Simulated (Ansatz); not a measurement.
## Ti3Si in Ansatz: the effect of target pressure

The system is Ti3Si.

```
CELL_PARAMETERS angstrom
0.00000 3.14436 3.14436
3.14436 0.00000 3.14436
3.14436 3.14436 0.00000
ATOMIC_POSITIONS crystal
Ti 0.00000 0.00000 0.00000
Ti 0.25000 0.25000 0.25000
Ti 0.75000 0.75000 0.75000
Si 0.50000 0.50000 0.50000
```

The cell comes from a database or a generator and needn't be the stable form of this composition.

Alike in all runs:

- Program: Ansatz 0.2.0
- Task: relaxation of cell and atoms
- Functional: PBEsol
- Potentials or basis: Ansatz PAW
- Cutoff: 420 eV (not typed: the program's choice for these potentials)
- k mesh: 7 × 7 × 7
- Occupations: fermi-dirac, width 0.05 eV
- Spin: no spin polarisation

Each run relaxes the cell or the atoms first.

| target pressure | relaxed volume (Å³/atom) |
| --- | --- |
| 0 GPa | ? |
| 2 GPa | 14.77 |
| 5 GPa | 14.48 |
| 10 GPa | 14.07 |
| 20 GPa | 13.36 |
| 30 GPa | 12.80 |

Problem. What does the run with target pressure 0 GPa give?

Solution. Relaxed volume 14.97 Å³/atom.

Worked out: In Murnaghan's law V^(-B') rises as a straight line in P. The other rows fit best with B' = 3.5, V0 = 14.97 Å³/atom and B0 = 144 GPa, which gives 14.97 Å³/atom at 0 GPa, against the run's 14.97.

Caveats: the plane-wave basis is chosen anew once the cell has moved, so the energies of steps on either side of that aren't comparable; the PAW data sets come from PBE, with cores solved anew for the run's functional, which leaves a small shift of forces and pressure; the volume moved by over 15 % at a fixed basis, so the end points are rough (some runs).
